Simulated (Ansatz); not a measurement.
# How fast does Zn move in ZnSe?

The calculation used Ansatz, DFT r2SCAN, scalar-relativistic, plane waves, PAW. Run with 500 eV cutoff, 2×2×2 k-mesh, Gaussian smearing of 0.02 eV, no spin polarisation.

Host crystal, relaxed:

```
Zn Se
1.0
     0.00000    2.83244    2.83244
     2.83244    0.00000    2.83244
     2.83244    2.83244    0.00000
Zn Se
1 1
Direct
  0.00000 0.00000 0.00000
  0.25000 0.25000 0.25000
```

In a supercell of 16 host sites with charge -2, Zn trades places with a neighbouring Zn vacancy, moving 4.01 Å. Climbing-image nudged elastic band at fixed cell; the order of the saddle wasn't checked, and the small cell leaves errors of about a tenth of an eV.

```
image path (Å) E − E(0) (eV)
    0      0.00          0.000
    1      0.84          0.290
    2      1.68          1.227
    3      2.51          1.644
    4      3.35          1.229
    5      4.19          0.291
    6      5.03          0.000
```

What are the barriers forward and back, and what attempt frequency does the shape suggest?

Forward 1.64 eV, back 1.64 eV, the ends being level. For a sinusoidal profile E_b sin²(πx/l), with the Zn atom alone moving, ν = (1/l)√(E_b/2m) = 2.7×10¹² s⁻¹, within an order of magnitude of the customary 10¹³ s⁻¹; a true prefactor needs the vibrations at the minimum and at the saddle.

With ν = 10¹³ s⁻¹, how often does the exchange happen at 300, 600 and 1000 K once atom and vacancy are neighbours, taking the host as solid throughout? Does that give the diffusivity?

k = ν exp(−E_b/k_BT):
```tsv
T (K)	k (1/s)	wait (s)
300	2.4×10⁻¹⁵	4.1×10¹⁴
600	0.16	6.4
1000	5.2×10⁴	1.9×10⁻⁵
```

No. The atom can jump only when a vacancy is beside it, so where vacancies are thermal the activation energy of diffusion adds the vacancy's formation energy; where doping, quenching or off-stoichiometry fixes their number, it doesn't. And repeated exchanges only swap the two back and forth: Zn gets on when the vacancy moves round it by other jumps, which the correlation factor counts. An error of 0.1 eV in the barrier changes k by a factor of 48 at 300 K and 3.2 at 1000 K.

Cost: 1 run of about 20 core-minutes, on AMD EPYC 9R45 (Zen 5) (shared hosts).